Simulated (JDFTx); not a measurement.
Crystal: TaS2.

```
CELL_PARAMETERS angstrom
3.35000 0.00000 0.00000
-1.67500 2.90119 0.00000
0.00000 0.00000 5.86000
ATOMIC_POSITIONS crystal
Ta 0.00000 0.00000 0.00000
S 0.66667 0.33333 0.75000
S 0.33333 0.66667 0.25000
```

| Property | Result |
| --- | --- |
| Program | JDFTx 1.7.0 (patched build) |
| Task | relaxation of cell and atoms |
| Functional | PBE |
| Dispersion | D3(BJ) |
| Potentials or basis | PseudoDojo-SR-PBE-0.5-standard |
| Cutoff | 789 eV |
| Density cutoff | 6313 eV |
| k mesh | 9 × 9 × 5 |
| Occupations | fermi-dirac, width 0.05 eV |
| Spin | no spin polarisation |

At the start: pressure 5.4 GPa; volume 18.98 Å³/atom.

Question: How do energy, volume and symmetry change on relaxing?

Answer: Over 16 steps the energy falls by 31.0 meV/atom and the volume is 18.56 Å³/atom (-2.2 %); space group P-3m1 (No. 164, to 0.05 Å).

The path:
```csv
step,energy change (eV),largest force (eV/Å),pressure (GPa),volume (Å³)
1,0.0000,1.2348,5.37,56.95
2,-0.0351,0.9360,3.58,57.18
3,-0.0798,0.2736,-0.08,57.50
4,-0.0851,0.1133,-0.71,57.35
5,-0.0882,0.0611,-0.59,56.99
6,-0.0900,0.1294,0.36,56.34
7,-0.0909,0.0872,0.66,55.80
8,-0.0923,0.0348,-0.26,55.90
9,-0.0923,0.0131,-0.22,55.97
10,-0.0924,0.0227,-0.03,55.93
11,-0.0925,0.0258,0.03,55.88
12,-0.0927,0.0264,0.16,55.68
13,-0.0929,0.0048,-0.08,55.70
14,-0.0929,0.0041,-0.08,55.70
15,-0.0929,0.0028,-0.07,55.70
16,-0.0929,0.0036,-0.03,55.68
```

Final structure:
```
Ta S
1.0
     3.32920    0.00000    0.00000
    -1.66460    2.88317    0.00000
     0.00000    0.00000    5.80100
Ta S
1 2
Direct
  0.00000 0.00000 0.00000
  0.66667 0.33333 0.73382
  0.33333 0.66667 0.26618
```
